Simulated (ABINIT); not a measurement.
# BeS (F-43m): G0W0 in ABINIT against the k mesh

Wanted: the cheapest k mesh that holds the gap of BeS (F-43m).

Program: ABINIT 10.8.3. Level of theory: PBE and many-body steps on it, plane waves. Results are calculated unless marked as measured.

Most raw output is cut from this account.

The database entry behind the starting cell differs from later determinations by our own check (0.1 to 0.3 % short, probably kX units), so it need not match the best structure at ambient conditions.

## (1) The starting structure

It takes space group F-43m (No. 216, cubic). The conventional cell has a = 4.850 Å, b = 4.850 Å, c = 4.850 Å, α = 90.00°, β = 90.00°, γ = 90.00°. Be has 4 S at 2.10 Å nearest. Nearest to S lie 4 Be at 2.10 Å. Farther neighbours and most contacts between anions are not listed.

The cell and positions come from the Crystallography Open Database and are kept as given unless a step says otherwise.

## (2) Empty states on the mesh, 4×4×4 mesh, 98 bands

This step: ABINIT 10.8.3; DFT, PBE, plane waves, norm-conserving pseudopotentials.

The sums over transitions need many empty states on a uniform mesh; this step solves for them.

run.abi reads:

```
acell 3*1.0 Angstrom
rprim 
  0.000000000000 2.425000000000 2.425000000000
  2.425000000000 -0.000000000000 2.425000000000
  2.425000000000 2.425000000000 -0.000000000000
ntypat 2
znucl 4 16
natom 2
typat 1 2
xred 
  0.000000000000 0.000000000000 0.000000000000
  0.250000000000 0.250000000000 0.250000000000
pp_dirpath "pseudos"
pseudos "Be.upf, S.upf"
ecut 38
ngkpt 4 4 4
nshiftk 1
shiftk 0 0 0
kptopt 1
chksymbreak 0
irdden 1
istwfk *1
nband 98
prtvol 0
optdriver 6
gwr_task "HDIAGO"
paral_kgb 0
occopt 1
indata_prefix "in"
outdata_prefix "out"
tmpdata_prefix "tmp"
```

Started as:

```bash
$ OMP_NUM_THREADS=1 mpirun -n 4 abinit run.abi > log
```

Wall time 18 s (4 MPI ranks of Arm Neoverse V1, shared host); peak memory 1.2 GiB.

Numbers from this step:

```
gap                                                           : 3.113 eV
k of the valence top                                          : 0, 0, 0
k of the conduction bottom                                    : 0.5, 0.5, 0
least direct gap                                              : 5.664 eV
k points computed                                             : 8
lowest point of the top converged band, above the valence top : 105.8293 eV
```

On this mesh the gap is 3.113 eV.

The density comes from a self-consistent run that is not shown.

## (3) Empty states on the mesh, 2×2×2 mesh, 30 bands

run.abi, as its differences from that of step 2:

```diff
@@ -15,3 +15,3 @@
 ecut 38
-ngkpt 4 4 4
+ngkpt 2 2 2
 nshiftk 1
@@ -20,10 +20,10 @@
 chksymbreak 0
+iscf -2
 irdden 1
 istwfk *1
-nband 98
+nband 30
+nbdbuf 4
+tolwfr 1e-09
+nstep 60
 prtvol 0
-optdriver 6
-gwr_task "HDIAGO"
-paral_kgb 0
-occopt 1
 indata_prefix "in"
```

Elapsed: 2.5 s, on 4 MPI ranks; peak memory 0.07 GiB.

Numbers from this step:

* gap: 3.114 eV
* k of the valence top: 0, 0, 0
* k of the conduction bottom: 0.5, 0.5, 0
* least direct gap: 5.664 eV
* k points computed: 3
* lowest point of the top converged band, above the valence top: 37.24 eV

On this mesh the gap is 3.114 eV.

## (4) Empty states on the mesh, 6×6×6 mesh, 30 bands

run.abi, as its differences from that of step 3:

```diff
@@ -15,3 +15,3 @@
 ecut 38
-ngkpt 2 2 2
+ngkpt 6 6 6
 nshiftk 1
```

Wall time 5.1 s (4 MPI ranks); peak memory 0.25 GiB; 20 s of CPU time.

This step gave:

```
gap                                                           : 3.114 eV
k of the valence top                                          : 0, 0, 0
k of the conduction bottom                                    : 0.5, 0.5, 0
least direct gap                                              : 5.664 eV
k points computed                                             : 16
lowest point of the top converged band, above the valence top : 37.03 eV
```

On this mesh the gap is 3.114 eV.

## (5) Screening, 2×2×2 mesh, 26 bands, screening to 130.6 eV

The RPA dielectric matrix is built and inverted for each q.

This step: RPA screening on PBE, plane waves, norm-conserving pseudopotentials.

run.abi, as its differences from that of step 4:

```diff
@@ -15,3 +15,3 @@
 ecut 38
-ngkpt 6 6 6
+ngkpt 2 2 2
 nshiftk 1
@@ -20,10 +20,11 @@
 chksymbreak 0
-iscf -2
-irdden 1
 istwfk *1
-nband 30
-nbdbuf 4
-tolwfr 1e-09
-nstep 60
-prtvol 0
+occopt 1
+irdwfk 1
+optdriver 3
+nband 26
+ecuteps 4.8
+inclvkb 2
+awtr 1
+symchi 1
 indata_prefix "in"
```

It took 1.9 s on 4 MPI ranks; peak memory 0.08 GiB; 7.3 s of CPU time.

This step gave:

```yaml
eps_infinity_with_local_fields_on_this_mesh_along_the_program_s_q_direction: 9.785
the_same_without_local_fields: 11.46
plasma_frequency: 21.99 eV
plane_waves_in_the_screening_matrix: 113
```

Local fields lower ε∞ by 15 %. On a Γ-centred mesh this coarse the value itself is usually too large, while a short band sum pulls it down.

## (6) 2×2×2

This step: G0W0 on PBE, plane waves, norm-conserving pseudopotentials.

run.abi, as its differences from that of step 5:

```diff
@@ -23,8 +23,17 @@
 irdwfk 1
-optdriver 3
+optdriver 4
 nband 26
+gwcalctyp 0
+ecutsigx 38
+symsigma 1
+nkptgw 2
+kptgw 
+  0.0000000000 0.0000000000 0.0000000000
+  0.5000000000 0.5000000000 0.0000000000
+bdgw 
+  3 8
+  4 7
 ecuteps 4.8
-inclvkb 2
-awtr 1
-symchi 1
+irdscr 1
+ppmodel 1
 indata_prefix "in"
```

Wall time 2.1 s (4 MPI ranks); peak memory 0.09 GiB.

Numbers from this step:

```yaml
g0w0_gap_on_the_points_computed: 4.165 eV
starting_gap_on_the_mesh: 3.114 eV
k_of_the_valence_top: 0, 0, 0
k_of_the_conduction_bottom: 0.5, 0.5, 0
z_at_the_valence_top: 0.808
z_at_the_conduction_bottom: 0.835
least_direct_g0w0_gap_on_the_computed_points: 6.992 eV
```

## (7) Screening, 4×4×4 mesh, 26 bands, screening to 130.6 eV

This step: RPA screening on PBE, plane waves, norm-conserving pseudopotentials.

run.abi, as its differences from that of step 6:

```diff
@@ -15,3 +15,3 @@
 ecut 38
-ngkpt 2 2 2
+ngkpt 4 4 4
 nshiftk 1
@@ -23,17 +23,8 @@
 irdwfk 1
-optdriver 4
+optdriver 3
 nband 26
-gwcalctyp 0
-ecutsigx 38
-symsigma 1
-nkptgw 2
-kptgw 
-  0.0000000000 0.0000000000 0.0000000000
-  0.5000000000 0.5000000000 0.0000000000
-bdgw 
-  3 8
-  4 7
 ecuteps 4.8
-irdscr 1
-ppmodel 1
+inclvkb 2
+awtr 1
+symchi 1
 indata_prefix "in"
```

Run time: 3.2 s. Hardware: 4 MPI ranks; peak memory 0.36 GiB.

Numbers from this step:

```yaml
eps_infinity_with_local_fields_on_this_mesh_along_the_program_s_q_direction: 5.733
the_same_without_local_fields: 6.641
plasma_frequency: 21.99 eV
plane_waves_in_the_screening_matrix: 113
```

## (8) 4×4×4

The self-energy is evaluated for the states that the input lists, and the levels follow from it, in one-shot runs by the linearised quasiparticle equation.

This step: G0W0 on PBE, plane waves, norm-conserving pseudopotentials.

run.abi, as its differences from that of step 7:

```diff
@@ -23,8 +23,17 @@
 irdwfk 1
-optdriver 3
+optdriver 4
 nband 26
+gwcalctyp 0
+ecutsigx 38
+symsigma 1
+nkptgw 2
+kptgw 
+  0.0000000000 0.0000000000 0.0000000000
+  0.5000000000 0.5000000000 0.0000000000
+bdgw 
+  3 8
+  4 7
 ecuteps 4.8
-inclvkb 2
-awtr 1
-symchi 1
+irdscr 1
+ppmodel 1
 indata_prefix "in"
```

It took 2.5 s on 4 MPI ranks; peak memory 0.11 GiB; 9.9 s of CPU time.

Numbers from this step:

- G0W0 gap on the points computed: 4.396 eV
- starting gap on the mesh: 3.113 eV
- k of the valence top: 0, 0, 0
- k of the conduction bottom: 0.5, 0.5, 0
- Z at the valence top: 0.798
- Z at the conduction bottom: 0.828
- least direct G0W0 gap on the computed points: 7.251 eV

The gap on the mesh goes from 3.11 eV to 4.40 eV, a correction of +1.28 eV.

## (9) Screening, 6×6×6 mesh, 26 bands, screening to 130.6 eV

This step: RPA screening on PBE, plane waves, norm-conserving pseudopotentials.

run.abi, as its differences from that of step 8:

```diff
@@ -15,3 +15,3 @@
 ecut 38
-ngkpt 4 4 4
+ngkpt 6 6 6
 nshiftk 1
@@ -23,17 +23,8 @@
 irdwfk 1
-optdriver 4
+optdriver 3
 nband 26
-gwcalctyp 0
-ecutsigx 38
-symsigma 1
-nkptgw 2
-kptgw 
-  0.0000000000 0.0000000000 0.0000000000
-  0.5000000000 0.5000000000 0.0000000000
-bdgw 
-  3 8
-  4 7
 ecuteps 4.8
-irdscr 1
-ppmodel 1
+inclvkb 2
+awtr 1
+symchi 1
 indata_prefix "in"
```

Elapsed: 11 s, on 4 MPI ranks; peak memory 0.5 GiB; 43 s of CPU time.

This step gave:

```yaml
eps_infinity_with_local_fields_on_this_mesh_along_the_program_s_q_direction: 5.040
the_same_without_local_fields: 5.878
plasma_frequency: 21.99 eV
plane_waves_in_the_screening_matrix: 113
```

## (10) 6×6×6

This step: G0W0 on PBE, plane waves, norm-conserving pseudopotentials.

run.abi, as its differences from that of step 9:

```diff
@@ -23,8 +23,17 @@
 irdwfk 1
-optdriver 3
+optdriver 4
 nband 26
+gwcalctyp 0
+ecutsigx 38
+symsigma 1
+nkptgw 2
+kptgw 
+  0.0000000000 0.0000000000 0.0000000000
+  0.5000000000 0.5000000000 0.0000000000
+bdgw 
+  3 8
+  4 7
 ecuteps 4.8
-inclvkb 2
-awtr 1
-symchi 1
+irdscr 1
+ppmodel 1
 indata_prefix "in"
```

Run time: 3.4 s. Hardware: 4 MPI ranks; peak memory 0.48 GiB.

Numbers from this step:

* G0W0 gap on the points computed: 4.424 eV
* starting gap on the mesh: 3.114 eV
* k of the valence top: 0, 0, 0
* k of the conduction bottom: 0.5, 0.5, 0
* least direct G0W0 gap on the computed points: 7.283 eV

Against the run before, the gap moves by +0.028 eV.

## (11) The runs together

Times are wall times on 4 MPI ranks of Arm Neoverse V1, shared host, good to a factor of about two. A run's time includes the screening step that it read.

```csv
run,mesh,bands,screening cutoff (eV),DFT gap (eV),gap on the mesh (eV),direct (eV),ε∞ used,time
2×2×2,2×2×2,26,130.6,3.114,4.165,6.992,9.78,4 s
4×4×4,4×4×4,26,130.6,3.113,4.396,7.251,5.73,5.7 s
6×6×6,6×6×6,26,130.6,3.114,4.424,7.283,5.04,14 s
```

## (12) Results

```yaml
2x2x2: 4.165 eV
4x4x4: 4.396 eV
6x6x6: 4.424 eV
known_limits: not at the basis limit; coarse k mesh
```

What this shows: The setting moved: k mesh. From 2×2×2 to 6×6×6 the gap moves by +0.26 eV, for 3.6 times the time. The last step still moves it by +0.028 eV. Bands and screening cutoff are coupled, so a series along one setting does not show full convergence. Bands and cutoff are finite, so the gap is not at the basis limit. The miss can reach some tenths of an eV and take either sign; the mesh is an error of its own. In the G0W0 runs levels were corrected at 2 k points alone, so a gap called «on the mesh» is the least over those, and an edge elsewhere would be missed. The 2×2×2 mesh is coarse for this cell, which bears on the long-range parts of exchange and screening.

[Paths, hosts, dates, memory and timing lines, banners, echoed tables and standing remarks are left out of the program output.]

[Logs are printed without paths, hosts, clocks, repeated set-up lines and the standing remarks that a program may print on its own settings, such as how far it seeks lower states.]

[Runs of the session that timed out or met a known fault of the program may be left out.]

[Hosts, paths, dates, database ids (printed as entryN), source tags and the programs' standing remarks are cut or masked in the printed files.]

[G0W0 gaps are taken among the corrected bands and points alone; a level outside them can change the order at an edge.]

[Where Ansatz stands beside ABINIT at settings called matched, ABINIT's density can come from a denser mesh and the files from another edition; pairs whose starting gaps differed by over 0.03 eV were left out, so agreement reads better than it is.]
